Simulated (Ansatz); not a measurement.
AgCl (rocksalt), relaxed with r2SCAN in the PAW code Ansatz. Space group Fm-3m (No. 225), cubic; conventional cell a = 5.546 Å, 21.33 Å³ an atom. Ag is surrounded by 6 Cl at 2.77 Å; Cl is surrounded by 6 Ag at 2.77 Å.

The axes x, y and z are those of this cell:
```
CELL_PARAMETERS angstrom
0.00000 2.77318 2.77318
2.77318 0.00000 2.77318
2.77318 2.77318 0.00000
ATOMIC_POSITIONS crystal
Ag 0.00000 0.00000 0.00000
Cl 0.50000 0.50000 0.50000
```

Unstrained: PBE gives an indirect gap of 0.912 eV, from L to Γ; the least direct gap is 3.005 eV at Γ–K (0.10 of the way from Γ). With r2SCAN the valence top lies at L and the conduction bottom at Γ, 1.475 eV higher; the smallest vertical gap, at Γ–K (0.10 of the way from Γ), is 3.590 eV. HSE06 gives an indirect gap of 2.411 eV, from L to Γ; the least direct gap is 4.544 eV at Γ–K (0.10 of the way from Γ). Meshes: PBE 8×8×8, r2SCAN 8×8×8, HSE06 6×6×6. Strains are changes of length per length. After each strain the atoms were relaxed again with r2SCAN within the symmetry that the strain leaves, so tilts or polar shifts that break it weren't tested; points keep the names that they have in the unstrained zone. The values are computed, spin-unpolarised, and not measurements.

Task: Estimate what uniaxial +1.0 % along z, other directions held does to the gap.

Result: PBE: the gap goes from 0.912 to 0.884 eV (-0.028 eV). r2SCAN: the gap goes from 1.475 to 1.444 eV (-0.031 eV). HSE06: the gap goes from 2.411 to 2.381 eV (-0.030 eV). The r2SCAN energy rises by 0.5 meV an atom.

Task: Apply epitaxial -1.0 % in the xy plane, free normal strain +1.13 %. How far does the gap move, against the unstrained cell?

Result: PBE: the gap goes from 0.912 to 0.844 eV (-0.068 eV). r2SCAN: the gap goes from 1.475 to 1.406 eV (-0.069 eV). HSE06: the gap goes from 2.411 to 2.333 eV (-0.078 eV). The r2SCAN energy rises by 0.9 meV an atom.

Task: Apply isotropic +5.0 % on every length. How far does the gap move, against the unstrained cell?

Result: PBE: the gap goes from 0.912 to 0.988 eV (+0.076 eV). r2SCAN: the gap goes from 1.475 to 1.522 eV (+0.047 eV). HSE06: the gap goes from 2.411 to 2.499 eV (+0.088 eV). The r2SCAN energy rises by 62.2 meV an atom.

Task: One strain changed the r2SCAN stress by xx -1.02, yy -1.02, zz +0.03 GPa (compression positive) and the gap by -0.106 eV (PBE), -0.117 eV (r2SCAN), -0.122 eV (HSE06). Which kind of strain was it, and roughly how large?

Result: Epitaxial +2.0 % in the xy plane, free normal strain -2.22 %. The pattern of the stress gives the kind; the size needs the stiffness, so it is an estimate.

Task: One strain changed the r2SCAN stress by xx -2.21, yy -2.21, zz -2.21, xy -0.24, xz -0.24, yz -0.24 GPa (compression positive) and the gap by -0.029 eV (PBE), -0.040 eV (r2SCAN), -0.028 eV (HSE06). Which kind of strain was it, and roughly how large?

Result: Uniaxial +5.0 % along [111], other directions held. The pattern of the stress gives the kind; the size needs the stiffness, so it is an estimate.

The runs are scalar-relativistic, without spin-orbit coupling.

Where an edge lies off the special points, it is a point of the mesh or the k point where a search put PBE's edge or least direct gap, reused for the other functionals, whose own edges may lie a little apart.

The meshes of the hybrids are coarse, so their gaps aren't converged to the digits shown.
